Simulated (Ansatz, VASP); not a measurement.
## Two plane-wave programs on AlN

```
CELL_PARAMETERS angstrom
0.00000 2.18399 2.18399
2.18399 0.00000 2.18399
2.18399 2.18399 0.00000
ATOMIC_POSITIONS crystal
Al 0.94849 0.94849 0.90582
N 0.75000 0.75000 0.75000
```

Alike in both runs: task single point; functional PBE; k mesh 10 × 10 × 10; occupations gaussian, width 0.05 eV; no spin polarisation.

|  | VASP | Ansatz |
| --- | --- | --- |
| version | VASP 6.6.1 | Ansatz 0.2.0 |
| potentials or method | VASP PAW PBE potentials, release 64 (Al, N) | scalar-relativistic, plane waves, PAW |
| plane-wave cutoff (eV) | 520 | 520 |
| valence electrons in the cell | 8 | 8 |

```tsv
	VASP	Ansatz	Ansatz less VASP
gap on the k mesh at the Fermi level (eV)	2.87	2.89	+0.018
least direct gap on the mesh (eV)	3.45	3.47	+0.012
rms of the force components (eV/Å)	14.763	14.864	+0.1010
```

Atom by atom the forces differ by 0.101 eV/Å (rms over components).

Caveats: forces of over 1 eV/Å show positions far from the minimum, so gaps and moduli don't describe the material at rest. A k mesh can miss the band edges.
